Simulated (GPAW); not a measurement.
Ti3Al:

```
CELL_PARAMETERS angstrom
2.92754 0.00000 0.00000
-1.46377 2.53533 0.00000
0.00000 0.00000 9.22636
ATOMIC_POSITIONS crystal
Ti 0.33333 0.66667 0.24941
Ti 0.33333 0.66667 0.75059
Ti 0.66667 0.33333 0.00000
Al 0.66667 0.33333 0.50000
```

The cell comes from a database or a generator and needn't be the stable form of this composition.

```yaml
Program: GPAW 26.7.0
Task: relaxation of cell and atoms
Functional: PBEsol
Potentials_or_basis: PAW data sets generated in the run's folder for this functional
Cutoff: 600 eV
Basis: pw
k_mesh: 7 × 7 × 2
Occupations: fermi-dirac, width 0.05 eV
Spin: no spin polarisation
```

At the start: pressure -3.7 GPa; volume 17.12 Å³/atom.

Task: How do energy, volume and symmetry change on relaxing?

Result: Over 4 steps the energy falls by 4.2 meV/atom and the volume is 16.57 Å³/atom (-3.2 %); space group P-6m2 (No. 187, to 0.05 Å).

The path:
| step | energy change (eV) | largest force (eV/Å) | pressure (GPa) | volume (Å³) |
| --- | --- | --- | --- | --- |
| 1 | 0.0000 | 0.0500 | -3.66 | 68.48 |
| 2 | -0.0050 | 0.0423 | -3.21 | 68.19 |
| 3 | -0.0165 | 0.0140 | 0.09 | 66.24 |
| 4 | -0.0167 | 0.0109 | -0.01 | 66.30 |

Final structure:
```
CELL_PARAMETERS angstrom
2.89718 0.00000 0.00000
-1.44859 2.50903 0.00000
0.00000 0.00000 9.12077
ATOMIC_POSITIONS crystal
Ti 0.33333 0.66667 0.24884
Ti 0.33333 0.66667 0.75116
Ti 0.66667 0.33333 0.00000
Al 0.66667 0.33333 0.50000
```

Caveat: later steps reuse the first step's grids.
